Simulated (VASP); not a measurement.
Input of a VASP 6.6.1 run:

INCAR

```
PREC = Accurate
ENCUT = 520
EDIFF = 1E-7
ISMEAR = -1
SIGMA = 0.1
LREAL = F
LASPH = T
NELM = 80
ALGO = Normal
ISIF = 2
LWAVE = F
LCHARG = F
GGA = RE
NBANDS = 12
```

File KPOINTS:

```
regular mesh
0
Gamma
  19 19 19
```

POSCAR

```
Sc
1.0
    0.0000000000      2.3371120832      2.3371120832
    2.3371120832      0.0000000000      2.3371120832
    2.3371120832      2.3371120832      0.0000000000
Sc
1
Direct
    0.0000000000      0.0000000000      0.0000000000
```

Potentials or basis: VASP PAW PBE potentials, release 64 (Sc_sv).

Run with:

```console
$ cat potpaw_PBE.64/Sc_sv/POTCAR > POTCAR
$ mpirun -np 1 vasp_std > vasp.out
```

(1) Predict the band gap on the k mesh.

(2) Predict the pressure.

Answers

(1) none (metal or under the smearing width).

(2) 0.0 GPa.

Caveat: the PAW data sets were made with another functional, which shifts forces and pressure a little.
